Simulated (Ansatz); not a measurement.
**Zone-centre phonons of C at 15 GPa: input and output**

Theory: Ansatz 0.2.0, DFT PBE+D3(BJ), scalar-relativistic, plane waves, PAW.

Launched with:
```bash
ansatz run input.yaml --threads 1 --pin off --max-ram 3072MiB --backend cpu --events-out ev --progress --plain --runs-dir out
```

Input (bare energies are in eV):
```yaml
crystal:
  lattice:
    - [2.4390978704, 0.0, 0.0]
    - [-1.2195489352, 2.112320718, 0.0]
    - [0.0, 0.0, 2.9954701805]
  atoms:
    - { symbol: C, position: [0.3333333333, 0.6666666667, 0.0] }
    - { symbol: C, position: [0.6666666667, 0.3333333333, 0.0] }
basis:
  ecutwfc: 420
kpoints:
  mp_grid: { grid: [18, 18, 12] }
hamiltonian:
  xc: pbe
  dispersion: d3bj
scf:
  occupations: { method: fermi_dirac, width: 0.15 }
output:
  eigenvalues: true
phonons:
  method: dfpt
  eigenvectors: true
```

The end of the output:
```
--- Phonons (Γ-DFPT): 2 representative perturbations + reference, on 637 of 3888 k-points (Σ response iterations 6) ---
  k mesh reduced under 4 symmetry operations, with k and −k counted as one. Each operation leaves every solved displacement unchanged or reverses it
  ASR residual: 1.786e-4 → 0.000e0 eV/Å²; symmetrization residual: 9.237e-14 eV/Å²
  pairwise dispersion correction: d3bj (s6 = 1.0, s8 = 0.7875, a1 = 0.4289, a2_bohr = 4.4407), with the weights of each atom's references fixed at the reference crystal's, and the forces and stress that the weights' published response gives ...
  ASR residual per site (eV/Å²): 1.79e-4 1.79e-4
  Γ frequencies (cm⁻¹): 0.00 0.00 0.00 873.77 1598.92 1598.92
  non-analytic LO–TO correction: not included (Born effective charges unavailable; polar crystals: no LO–TO splitting at Γ)
```

Time: 10 s on 1 thread of Intel(R) Xeon(R) 6975P-C (Granite Rapids), on a shared host, peak memory 0.56 GiB.

In a metal, frequencies and elastic constants depend on the k mesh and the smearing, soft modes and shear constants most.

This form isn't the element's structure at ambient conditions.